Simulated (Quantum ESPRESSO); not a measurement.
A run of Quantum ESPRESSO 7.5 is set up as follows.

The input scf.in:

```
&CONTROL
  calculation = 'scf'
  prefix = 'pwscf'
  outdir = './tmp'
  pseudo_dir = './pseudo'
/
&SYSTEM
  ibrav = 0
  nat = 3
  ntyp = 2
  ecutwfc = 58
  nbnd = 19
  occupations = 'smearing'
  smearing = 'fd'
  degauss = 0.00367493
  force_symmorphic = .true.
/
&ELECTRONS
  conv_thr = 6d-10
  electron_maxstep = 120
  mixing_beta = 0.5
/
ATOMIC_SPECIES
Ta   180.9479 Ta.upf
S     32.0600 S.upf
CELL_PARAMETERS angstrom
   3.3940840028    0.0000000000    0.0000000000
  -1.6970420014    2.9393629690    0.0000000000
   0.0000000000    0.0000000000    5.9371141064
ATOMIC_POSITIONS crystal
Ta     0.0000000000    0.0000000000    0.0000000000
S      0.6666666667    0.3333333333    0.7500000000
S      0.3333333333    0.6666666667    0.2500000000
K_POINTS automatic
12 12 6 0 0 0
```

The input nscf.in:

```
&CONTROL
  calculation = 'nscf'
  prefix = 'pwscf'
  outdir = './tmp'
  pseudo_dir = './pseudo'
/
&SYSTEM
  ibrav = 0
  nat = 3
  ntyp = 2
  ecutwfc = 58
  nbnd = 163
  occupations = 'smearing'
  smearing = 'fd'
  degauss = 0.00367493
  force_symmorphic = .true.
/
&ELECTRONS
  conv_thr = 1d-08
  diago_full_acc = .true.
  diago_thr_init = 1d-06
/
ATOMIC_SPECIES
Ta   180.9479 Ta.upf
S     32.0600 S.upf
CELL_PARAMETERS angstrom
   3.3940840028    0.0000000000    0.0000000000
  -1.6970420014    2.9393629690    0.0000000000
   0.0000000000    0.0000000000    5.9371141064
ATOMIC_POSITIONS crystal
Ta     0.0000000000    0.0000000000    0.0000000000
S      0.6666666667    0.3333333333    0.7500000000
S      0.3333333333    0.6666666667    0.2500000000
K_POINTS automatic
3 3 2 0 0 0
```

Potentials or basis: PseudoDojo 0.4.1 SR PBE standard.

Launch:

```sh
$ OMP_NUM_THREADS=1 pw.x -in scf.in > scf.out
$ OMP_NUM_THREADS=1 pw.x -in nscf.in > nscf.out
```

Task: What does it give for the band gap on the k mesh, mean-field level?

Result: None (metal or under the smearing width).

Caveat: the k mesh is coarse (spacing up to 0.71 Å⁻¹), so the values aren't converged. Spin-orbit coupling is left out, which matters for the levels of Ta.
